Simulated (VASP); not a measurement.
Set up this calculation in VASP 6.6.1, as an ASE script.

| Item | Value |
| --- | --- |
| Task | density of states |
| Functional | PBEsol |
| Dispersion | D4 |
| Potentials or basis | VASP PAW PBE potentials, release 64 (Nd_3), 4f in core |
| Cutoff | 520 eV |
| k mesh | 6 × 6 × 4 |
| Occupations | methfessel-paxton, width 0.1 eV |
| Spin | non-collinear spin, antiferromagnetic start |
| Starting moments | [[0.0, 0.0, 3.0], [-0.0, -0.0, -3.0]] μB |
| Further INCAR settings | ALGO = Normal; EDIFF = 1.00e-07 |

The structure of Nd lies in POSCAR:

```
Nd
1.0
    3.6570000000      0.0000000000      0.0000000000
   -1.8285000000      3.1670549016      0.0000000000
    0.0000000000      0.0000000000      5.9020000000
Nd
2
Direct
    0.6666666667      0.3333333333      0.7500000000
    0.3333333333      0.6666666667      0.2500000000
```

This isn't the form of Nd at room conditions, which is double hcp.

These files were run (other wordings do the same):

run.py

```python
from ase.calculators.vasp import Vasp
from ase.dft.dos import DOS
from ase.io import read

atoms = read('POSCAR')
atoms.set_initial_magnetic_moments([[0.0, 0.0, 3.0], [-0.0, -0.0, -3.0]])
calc = Vasp(
    directory='calc',
    xc='pbesol',
    pp='PBE',
    setups='recommended',
    prec='Accurate',
    encut=520,
    ediff=1e-07,
    ismear=1,
    sigma=0.1,
    lreal=False,
    lasph=True,
    nelm=120,
    algo='Normal',
    isif=2,
    lwave=False,
    lcharg=False,
    lnoncollinear=True,
    lorbit=11,
    lmaxmix=6,
    ivdw=13,
    kpts=[6, 6, 4],
    gamma=True,
)
atoms.calc = calc

print('energy (eV):', atoms.get_potential_energy())
print('free energy (eV):', atoms.get_potential_energy(force_consistent=True))
print('forces (eV/A):')
print(atoms.get_forces())
print('stress (eV/A^3, Voigt):', atoms.get_stress())
print('Fermi level (eV):', calc.get_fermi_level())
dos = DOS(calc, width=0.05, window=(-10, 10), npts=201)
print('E - E_F (eV), DOS (1/eV)')
for e, g in zip(dos.get_energies(), dos.get_dos()):
    print(f'{e:8.3f} {g:10.4f}')
```

Potentials or basis: VASP PAW PBE potentials, release 64 (Nd_3), 4f in core.

Launch:

```sh
$ python run.py
```

Results of the run:

```
Pressure                                              : -1.5 GPa
Band gap on the k mesh                                : none (metal or under the smearing width)
Net moment                                            : 0.00 μB per cell
Valence electrons inside the program's atomic spheres : Nd 8.91
Dispersion energy per atom                            : -0.153 eV
```

Caveat: the magnetic or orbital state may not be the lowest; the PAW data sets were made with another functional, which shifts forces and pressure a little; spin-orbit coupling is left out, which moves the levels of the heavy elements; the 4f electrons are frozen in the core as for a trivalent ion, so they carry no moment and show no levels; pairwise dispersion overbinds metals, which lowers pressure and volume.

Wall time 2.4 min on 1 thread of Intel(R) Xeon(R) 6975P-C (Granite Rapids) (shared host), peak memory 0.36 GiB.
